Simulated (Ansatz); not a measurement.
Question: CsCl (CsCl type, space group No. 221) is relaxed with PBE in the plane-wave PAW code Ansatz. What lattice parameters of the conventional cell result?

Answer: a = 4.206 Å.

Question: Is it a metal or does it have a gap at this level?

Answer: A gap of 5.01 eV, direct.

Space group Pm-3m (CsCl type). The PBE relaxation kept the symmetry of its start. Spin–orbit coupling is left out wherever it is not named.

Potentials: the earlier of the program's two PAW sets.
